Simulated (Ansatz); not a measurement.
# V2O5: a ladder of calculations

Cell of run 1: an entry of the Crystallography Open Database (COD), atoms as given.

Space group Pmmn:1 (No. 59); a = 3.5710, b = 11.5440, c = 4.3830 Å.

```csv
site,Wyckoff,site symmetry,x,y,z
V,4e,m..,0.0000,0.3512,0.8914
O5,4e,m..,0.0000,0.1809,0.0028
O9,4e,m..,0.0000,0.3545,0.5303
O13,2b,mm2,0.0000,0.5000,0.9992
```

One atom of each set is listed.

Relaxed positions (PBE, cell held):

V (0.0000, 0.3516, 0.8877)
O5 (0.0000, 0.1811, 0.0057)
O9 (0.0000, 0.3551, 0.5264)
O13 (0.0000, 0.5000, 0.9982)

All runs are DFT with Ansatz 0.2.0 (plane waves and PAW, scalar-relativistic unless spin–orbit coupling is named, Γ-centred meshes, Fermi–Dirac smearing where given) in this cell.

Run 1: PBE, atoms as given; 420 eV, 6×2×5 k-points, smearing 0.02 eV.
Run 2: PBE, atoms relaxed; 420 eV, 6×2×5 k-points, smearing 0.02 eV.
Run 3: r2SCAN, at the relaxed atoms; 500 eV, 6×2×5 k-points, smearing 0.02 eV.

```csv
run,V V_zz (η),O5 V_zz (η),O9 V_zz (η),O13 V_zz (η)
1,-0.70 (0.31),-5.15 (0.69),-1.19 (0.71),-6.08 (0.01)
2,?,?,?,?
3,-0.54 (0.95),-5.28 (0.74),-0.83 (0.94),-6.17 (0.10)
```

V_zz in 10²¹ V/m².

Question: Estimate the row of run 2.

Answer: V: -0.80 (0.40); O5: -5.12 (0.70); O9: -1.22 (0.67); O13: -5.98 (0.01). It lies nearest to run 1, from whose tensors on these sites it differs by 0.20 at most (largest principal value of the difference, on V). Taken one at a time, the functional (r2SCAN with its higher cutoff) moves the tensors on these sites by up to 0.45 (largest principal value of the change, on O9), the positions of the atoms (as given or relaxed) by 0.20 (V).

In run 3 the atoms aren't at the calculated equilibrium (largest force 0.60 eV/Å).
